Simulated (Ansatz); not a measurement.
**SiC: gradients before and after relaxing the atoms**

Start: a structure deposited in the COD, taken as it stands.

```cif
data_structure
_symmetry_space_group_name_H-M 'P 1'
_symmetry_Int_Tables_number 1
_cell_length_a 3.0760
_cell_length_b 3.0760
_cell_length_c 5.0480
_cell_angle_alpha 90.000
_cell_angle_beta 90.000
_cell_angle_gamma 120.000
_cell_volume 41.36
loop_
_atom_site_label
_atom_site_type_symbol
_atom_site_fract_x
_atom_site_fract_y
_atom_site_fract_z
_atom_site_occupancy
Si1 Si 0.33333 0.66667 0.00000 1
Si2 Si 0.66667 0.33333 0.50000 1
C3 C 0.33333 0.66667 0.38500 1
C4 C 0.66667 0.33333 0.88500 1
```

Sites (sets of like atoms) are named by element and the number of their first atom in this list.

Method: Kohn–Sham DFT in Ansatz, PBE, plane waves and PAW, scalar-relativistic, 420 eV cutoff, Γ-centred 16×16×9 k-points, Fermi–Dirac smearing 0.02 eV.

The largest force at the start is 0.75 eV/Å. Relaxing the ions at fixed cell moves them by 0.023 Å at most (atom 1, Si) and 0.023 Å rms.

```csv
site,atom,moved (Å),first shell before,first shell after,V_zz before (10²¹ V/m²),η before
Si,1,0.023,4 C at 1.87–1.94 Å,4 C at 1.88–1.90 Å,1.68,0.00
C,3,0.023,4 Si at 1.87–1.94 Å,4 Si at 1.88–1.90 Å,0.24,0.00
```

(1) What are V_zz and η after the relaxation?

## Answers

(1) 

```csv
site,atom,V_zz after,η after,change of V_zz
Si,1,0.34,0.00,-1.34
C,3,0.20,0.00,-0.04
```

The largest change of V_zz is on Si, from 1.68 to 0.34. In per cent, |V_zz| changes by -80 on Si (all sites that start above 0.5).

Before: At this cell the principal stresses reach 5 GPa in size with PBE, which can matter for small gradients.
